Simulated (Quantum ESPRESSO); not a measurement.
Crystal: Ag.

```
Ag
1.0
     2.93000    0.00000    0.00000
    -1.46500    2.53745    0.00000
     0.00000    0.00000    4.79000
Ag
2
Direct
  0.66667 0.33333 0.75000
  0.33333 0.66667 0.25000
```

This isn't the form of Ag at room conditions, which is fcc.

- Program: Quantum ESPRESSO 7.5
- Task: single point
- Functional: PBEsol
- Potentials or basis: GBRV 1.5 PBEsol
- Cutoff: 762 eV
- Density cutoff: 6095 eV
- k mesh: 10 × 10 × 6
- Occupations: fermi-dirac, width 0.05 eV
- Spin: no spin polarisation

On this cell: pressure -6.5 GPa; largest force under 0.003 eV/Å; band gap on the k mesh none (metal or under the smearing width).

The same run follows on a disturbed copy (atoms moved at random, drawn with an rms of 0.05 Å):

```
Ag
1.0
     2.93000    0.00000    0.00000
    -1.46500    2.53745    0.00000
     0.00000    0.00000    4.79000
Ag
2
Cartesian
  1.4937 0.8883 3.5776
  0.0046 1.7069 1.2002
```

Q: What does the disturbed cell give?

A: The energy (extrapolated to zero smearing) moves by +0.6 meV/atom; pressure -6.4 GPa; largest force 0.085 eV/Å; band gap on the k mesh none (metal or under the smearing width).

Forces on the atoms (eV/Å):
```
Ag  -0.021 -0.021  0.079
Ag   0.021  0.021 -0.079
```

Stress tensor (GPa, compression positive):
```
-6.11  0.13 -0.02
 0.13 -6.40 -0.02
-0.02 -0.02 -6.83
```
